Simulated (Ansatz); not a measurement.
## BaSnO3, pressure series

Base system: BaSnO₃ in the cubic perovskite structure (space group Pm-3m, No. 221; a = 4.1762 Å).

Cell and atoms are relaxed at each pressure.

All numbers come from PBE/PAW in Ansatz (a program for electronic structure), no spin-orbit coupling, earlier PAW set.

| pressure (GPa) | band gap (eV) |
|---|---|
| -2 | 0.30 |
| -1 | 0.39 |
| 0 | 0.48 |
| 0.3 | 0.51 |
| 1.5 | 0.61 |
| 3 | ? |
| 5 | 0.90 |
| 7.5 | 1.09 |
| 10 | 1.27 |

Q: Fit E_g = E₀ + αP + βP² to the rows shown and predict the withheld row.

A: Least squares on the printed values gives E₀ = 0.48 eV, α = 88.6 meV/GPa, β = -0.97 meV/GPa² (largest residual 0.00 eV); this predicts 0.74 eV, and the run gives 0.74 eV, in agreement.

Load acts through the strain it causes; cell and atoms are relaxed under it. Whether these cells are dynamically stable was not tested. Competing high-pressure phases were not computed.
